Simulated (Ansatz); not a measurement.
# Zr/AlN/Zr: predicting the conductance of a thicker barrier

Set-up. Ansatz 0.2.0, plane waves with PAW datasets, PBE. Interfaces are relaxed in a short slab (with D3(BJ) where the barrier is layered), set between ideal electrode layers that go on as semi-infinite leads, and the zero-bias conductance G at 300 K comes from T(E) on a typed mesh. The error is the largest of the program's estimates from energy step, mesh, the leads' potential steps and neutrality; its separate bound for narrow resonances between the energies solved isn't counted and can be far larger. The lower electrode is Zr (hcp 0001), the upper Zr (hcp 0001) and the barrier AlN (zinc blende 111), on a net of side 3.171 Å; d is the distance between the electrodes' last planes.

Runs in hand:

```tsv
planes in the barrier	d (Å)	G (S/m²)	error (%)	lead step (meV)
4	8.01	8.64e12	88	64
6	10.55	1.15e12	64	64
8	13.08	1.80e11	72	64
12	18.14	5.22e9	51	64
14	20.67	9.59e8	44	64
16	23.20	1.99e8	38	64
```

Task: A further run has 18 planes, d = 25.73 Å. Fit G ∝ exp(−βd) to the rows shown and predict its conductance.

A: Take y = ln G: 29.79, 27.77, 25.92, 22.38, 20.68 and 19.11. The means are d = 15.61 Å and y = 24.27; Σ(Δd Δy) = −125.92 and Σ(Δd)² = 179.38, so the slope is −0.702 Å⁻¹ (β = 0.702 Å⁻¹). At d = 25.73 Å, y = 24.27 − 0.702 × 10.12 = 17.17, or G = 2.86e7 S/m².

**The withheld run.** The run gave 4.26e7 S/m², with an error estimate of 41 % and a lead step of 64 meV. The prediction is 0.671 times that, too low by 33 %. That lies within the runs' own error estimates, carried through the fit.

Caveats: The interfaces are ideal, one cell wide, strained to a common net and relaxed from one registry with their symmetry kept. PBE's gaps are too small, so true decay constants are likely larger where the Fermi level lies deep in a gap. No spin-orbit coupling, phonons, disorder or image charges enter. The rows shown are chosen by tests on error estimates (under 100 to 120 %), lead steps (under 150 meV, though the program warns over 25), intact interfaces and, for fits, a steady trend in the rows shown; the data set holds 414 series of this kind, and not all pass.

[Logs are printed without paths, hosts, clocks, repeated set-up lines and the standing remarks that a program may print on its own settings, such as how far it seeks lower states.]
